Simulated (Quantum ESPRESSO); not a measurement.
# B (P4/mmm) in Quantum ESPRESSO: reference runs

How does B come out in PBE? The cell is run as given and disturbed.

All numbers are computed with Quantum ESPRESSO 7.5; they aren't measurements. Logs are shortened: lines on timing, memory, paths and dates and some standing lists are left out, and cuts for length are marked.

## 1. The crystal as given

Symmetry: P4/mmm, No. 123, tetragonal system. Conventional cell: a = 2.346 Å, b = 2.346 Å, c = 1.586 Å, α = 90.00°, β = 90.00°, γ = 90.00°. B (site symmetry 4/mmm) has 2 B at 1.59 Å as nearest neighbours.

The cell was built by a generator and needn't be a form met in nature.

## 2. Single point, PBE

File pw.in:

```
&CONTROL
  calculation = 'scf'
  prefix = 'pwscf'
  outdir = './tmp'
  pseudo_dir = './pseudo'
  tprnfor = .true.
  tstress = .true.
  disk_io = 'low'
/
&SYSTEM
  ibrav = 0
  celldm(1) = 8
  nat = 1
  ntyp = 1
  ecutwfc = 55
  ecutrho = 440
  nbnd = 6
  occupations = 'smearing'
  smearing = 'fd'
  degauss = 0.00367493
/
&ELECTRONS
  conv_thr = 2d-10
  electron_maxstep = 120
  mixing_beta = 0.5
/
ATOMIC_SPECIES
B     10.8100 b_pbe_v1.4.uspp.F.UPF
CELL_PARAMETERS alat
  0.5541881697807   0.0000000000000   0.0000000000000
  0.0000000000000   0.5541881697807   0.0000000000000
  0.0000000000000   0.0000000000000   0.3745885988963
ATOMIC_POSITIONS crystal
B      0.5000000000    0.5000000000    0.5000000000
K_POINTS automatic
11 11 16 0 0 0
```

File pp_density.in:

```
&INPUTPP
  prefix = 'pwscf'
  outdir = './tmp'
  filplot = 'density.dat'
  plot_num = 0
/
&PLOT
  nfile = 1
  filepp(1) = 'density.dat'
  iflag = 3
  output_format = 6
  fileout = 'density.cube'
/
```

File pp_potential.in:

```
&INPUTPP
  prefix = 'pwscf'
  outdir = './tmp'
  filplot = 'potential.dat'
  plot_num = 11
/
&PLOT
  nfile = 1
  filepp(1) = 'potential.dat'
  iflag = 3
  output_format = 6
  fileout = 'potential.cube'
/
```

Potentials or basis: SSSP 1.3 efficiency PBE.

Run with:

```bash
$ OMP_NUM_THREADS=1 pw.x -in pw.in > pw.out
$ OMP_NUM_THREADS=1 pp.x -in pp_density.in > pp_density.out
$ OMP_NUM_THREADS=1 pp.x -in pp_potential.in > pp_potential.out
```

pw.out:

```text
This program is part of the open-source Quantum ESPRESSO suite
     for quantum simulation of materials; please cite
         "P. Giannozzi et al., J. Phys.:Condens. Matter 21 395502 (2009);
         "P. Giannozzi et al., J. Phys.:Condens. Matter 29 465901 (2017);
         "P. Giannozzi et al., J. Chem. Phys. 152 154105 (2020);
     in publications or presentations arising from this work. More details at

     Message from routine setup:
     using ibrav=0 with symmetry is DISCOURAGED, use correct ibrav instead

     G-vector sticks info
     --------------------
     sticks:   dense  smooth     PW     G-vecs:    dense   smooth      PW
     Sum         681     349    121                 9117     3283     681

     Using Slab Decomposition

     bravais-lattice index     =            0
     lattice parameter (alat)  =       8.0000  a.u.
     unit-cell volume          =      58.9032 (a.u.)^3
     number of atoms/cell      =            1
     number of atomic types    =            1
     number of electrons       =         3.00
     number of Kohn-Sham states=            6
     kinetic-energy cutoff     =      55.0000  Ry
     charge density cutoff     =     440.0000  Ry
     scf convergence threshold =      2.0E-10
     mixing beta               =       0.5000
     number of iterations used =            8  plain     mixing
     Exchange-correlation=  SLA  PW   PBX  PBC
                           (   1   4   3   4   0   0   0)

     celldm(1)=   8.000000  celldm(2)=   0.000000  celldm(3)=   0.000000
     celldm(4)=   0.000000  celldm(5)=   0.000000  celldm(6)=   0.000000

     crystal axes: (cart. coord. in units of alat)
               a(1) = (   0.554188   0.000000   0.000000 )
               a(2) = (   0.000000   0.554188   0.000000 )
               a(3) = (   0.000000   0.000000   0.374589 )

     reciprocal axes: (cart. coord. in units 2 pi/alat)
               b(1) = (  1.804441  0.000000  0.000000 )
               b(2) = (  0.000000  1.804441  0.000000 )
               b(3) = (  0.000000  0.000000  2.669595 )

     PseudoPot. # 1 for B  read from file:
     b_pbe_v1.4.uspp.F.UPF
     Pseudo is Ultrasoft + core correction, Zval =  3.0
     Generated by new atomic code, or converted to UPF format
     Using radial grid of  781 points,  4 beta functions with:
                l(1) =   0
                l(2) =   0
                l(3) =   1
                l(4) =   1
     Q(r) pseudized with  8 coefficients,  rinner =    1.100   1.100   1.100

     atomic species   valence    mass     pseudopotential
     B                 3.00    10.81000     B ( 1.00)

     16 Sym. Ops., with inversion, found

   Cartesian axes

     site n.     atom                  positions (alat units)
         1        B      tau(   1) = (   0.2770941   0.2770941   0.1872943  )

     number of k points=   189  Fermi-Dirac smearing, width (Ry)=  0.0037

     Number of k-points >= 100: set verbosity='high' to print them.

     Dense  grid:     9117 G-vectors     FFT dimensions: (  30,  30,  24)

     Smooth grid:     3283 G-vectors     FFT dimensions: (  24,  24,  15)

     Initial potential from superposition of free atoms

     starting charge       2.9997, renormalised to       3.0000
     Starting wfcs are    4 randomized atomic wfcs +    2 random wfcs

     Self-consistent Calculation

     iteration #  1     ecut=    55.00 Ry     beta= 0.50
     Davidson diagonalization with overlap
     ethr =  1.00E-02,  avg # of iterations =  5.0

     total energy              =      -6.31680694 Ry
     estimated scf accuracy    <       0.05767489 Ry

     iteration #  2     ecut=    55.00 Ry     beta= 0.50
     Davidson diagonalization with overlap
     ethr =  1.92E-03,  avg # of iterations =  1.0

     total energy              =      -6.31612662 Ry
     estimated scf accuracy    <       0.00748040 Ry

     iteration #  3     ecut=    55.00 Ry     beta= 0.50
     Davidson diagonalization with overlap
     ethr =  2.49E-04,  avg # of iterations =  1.3

     total energy              =      -6.31682962 Ry
     estimated scf accuracy    <       0.00007722 Ry

     iteration #  4     ecut=    55.00 Ry     beta= 0.50
     Davidson diagonalization with overlap
     c_bands:  1 eigenvalues not converged
     ethr =  2.57E-06,  avg # of iterations =  3.6

     total energy              =      -6.31683884 Ry
     estimated scf accuracy    <       0.00000098 Ry

     iteration #  5     ecut=    55.00 Ry     beta= 0.50
     Davidson diagonalization with overlap
     ethr =  3.26E-08,  avg # of iterations =  2.1

     total energy              =      -6.31683921 Ry
     estimated scf accuracy    <       0.00000005 Ry

     iteration #  6     ecut=    55.00 Ry     beta= 0.50
     Davidson diagonalization with overlap
     ethr =  1.81E-09,  avg # of iterations =  1.5

     total energy              =      -6.31683923 Ry
     estimated scf accuracy    <          2.5E-10 Ry

     iteration #  7     ecut=    55.00 Ry     beta= 0.50
     Davidson diagonalization with overlap
     ethr =  8.40E-12,  avg # of iterations =  2.9

     End of self-consistent calculation

     Number of k-points >= 100: set verbosity='high' to print the bands.

     the Fermi energy is     7.6411 ev

!    total energy              =      -6.31683923 Ry
     estimated scf accuracy    <          2.6E-11 Ry
     smearing contrib. (-TS)   =      -0.00014301 Ry
     internal energy E=F+TS    =      -6.31669622 Ry

     The total energy is F=E-TS. E is the sum of the following terms:
     one-electron contribution =       2.42718257 Ry
     hartree contribution      =       0.35427667 Ry
     xc contribution           =      -2.88442854 Ry
     ewald contribution        =      -6.21372692 Ry

     convergence has been achieved in   7 iterations

     Forces acting on atoms (cartesian axes, Ry/au):

     atom    1 type  1   force =     0.00000000    0.00000000    0.00000000

     Total force =     0.000000     Total SCF correction =     0.000000

     Computing stress (Cartesian axis) and pressure

          total   stress  (Ry/bohr**3)                   (kbar)     P=       -9.35
  -0.00008046   0.00000000   0.00000000          -11.84        0.00        0.00
   0.00000000  -0.00008046   0.00000000            0.00      -11.84        0.00
   0.00000000   0.00000000  -0.00002974            0.00        0.00       -4.37

=------------------------------------------------------------------------------=
   JOB DONE.
=------------------------------------------------------------------------------=
```

Wall time 5.4 s (1 thread of Arm Neoverse V1, shared host); peak memory 0.05 GiB.

Results:

```
Free energy            : -85.9450 eV
Pressure               : -0.9 GPa
Band gap on the k mesh : none (metal or under the smearing width)
```

## 3. Single point, PBE (cell strained at random at fixed volume)

File pw.in:

```
&CONTROL
  calculation = 'scf'
  prefix = 'pwscf'
  outdir = './tmp'
  pseudo_dir = './pseudo'
  tprnfor = .true.
  tstress = .true.
  disk_io = 'nowf'
/
&SYSTEM
  ibrav = 0
  nat = 1
  ntyp = 1
  ecutwfc = 55
  ecutrho = 440
  nbnd = 6
  occupations = 'smearing'
  smearing = 'fd'
  degauss = 0.00367493
/
&ELECTRONS
  conv_thr = 2d-10
  electron_maxstep = 120
  mixing_beta = 0.5
/
ATOMIC_SPECIES
B     10.8100 b_pbe_v1.4.uspp.F.UPF
CELL_PARAMETERS angstrom
   2.3493510000   -0.0101880000    0.0154020000
  -0.0101880000    2.3346640000    0.0422970000
   0.0104100000    0.0285890000    1.5919840000
ATOMIC_POSITIONS crystal
B      0.5026920000    0.5130090000    0.5028790000
K_POINTS automatic
11 11 16 0 0 0
```

Potentials or basis: SSSP 1.3 efficiency PBE.

Run with:

```bash
$ OMP_NUM_THREADS=1 pw.x -in pw.in > pw.out
```

pw.out:

```text
This program is part of the open-source Quantum ESPRESSO suite
     for quantum simulation of materials; please cite
[... 6 lines left out ...]
     --------------------
     sticks:   dense  smooth     PW     G-vecs:    dense   smooth      PW
     Sum         677     347    121                 9145     3261     685

     Using Slab Decomposition

     bravais-lattice index     =            0
     lattice parameter (alat)  =       4.4398  a.u.
     unit-cell volume          =      58.9032 (a.u.)^3
     number of atoms/cell      =            1
     number of atomic types    =            1
     number of electrons       =         3.00
     number of Kohn-Sham states=            6
     kinetic-energy cutoff     =      55.0000  Ry
     charge density cutoff     =     440.0000  Ry
     scf convergence threshold =      2.0E-10
     mixing beta               =       0.5000
     number of iterations used =            8  plain     mixing
[... 51 lines left out ...]

     iteration #  1     ecut=    55.00 Ry     beta= 0.50
     Davidson diagonalization with overlap
     ethr =  1.00E-02,  avg # of iterations =  5.0

     total energy              =      -6.31706628 Ry
     estimated scf accuracy    <       0.05577593 Ry
[... 29 lines left out ...]
     iteration #  6     ecut=    55.00 Ry     beta= 0.50
     Davidson diagonalization with overlap
     ethr =  1.73E-09,  avg # of iterations =  1.6

     End of self-consistent calculation

     Number of k-points >= 100: set verbosity='high' to print the bands.

     the Fermi energy is     7.6581 ev

!    total energy              =      -6.31702733 Ry
     estimated scf accuracy    <          1.7E-10 Ry
     smearing contrib. (-TS)   =      -0.00010932 Ry
     internal energy E=F+TS    =      -6.31691800 Ry

     The total energy is F=E-TS. E is the sum of the following terms:
     one-electron contribution =       2.44240507 Ry
     hartree contribution      =       0.34725426 Ry
     xc contribution           =      -2.88163856 Ry
     ewald contribution        =      -6.22493878 Ry

     convergence has been achieved in   6 iterations

     Forces acting on atoms (cartesian axes, Ry/au):

     atom    1 type  1   force =     0.00000000    0.00000000    0.00000000

     Total force =     0.000000     Total SCF correction =     0.000000

     Computing stress (Cartesian axis) and pressure

          total   stress  (Ry/bohr**3)                   (kbar)     P=      -23.60
  -0.00008049   0.00003705   0.00009094          -11.84        5.45       13.38
   0.00003705  -0.00001304   0.00015102            5.45       -1.92       22.22
   0.00009094   0.00015102  -0.00038777           13.38       22.22      -57.04

=------------------------------------------------------------------------------=
   JOB DONE.
=------------------------------------------------------------------------------=
```

Run time: 21 s. Hardware: 1 thread of Arm Neoverse V1, shared host; peak memory 0.07 GiB.

What came out:

```yaml
Free_energy: -85.9475 eV
Pressure: -2.4 GPa
Band_gap_on_the_k_mesh: none (metal or under the smearing width)
```

Levels at points of the mesh, in eV from the Fermi level:
```
            k point  band 1  band 2  band 3  band 4  band 5  band 6
 (0.00, 0.00, 0.00)  -14.00    4.40    4.63   14.33   15.50   25.97
(0.00, 0.00, -0.50)   -6.01    1.27   13.41   13.51   21.44   26.10
```
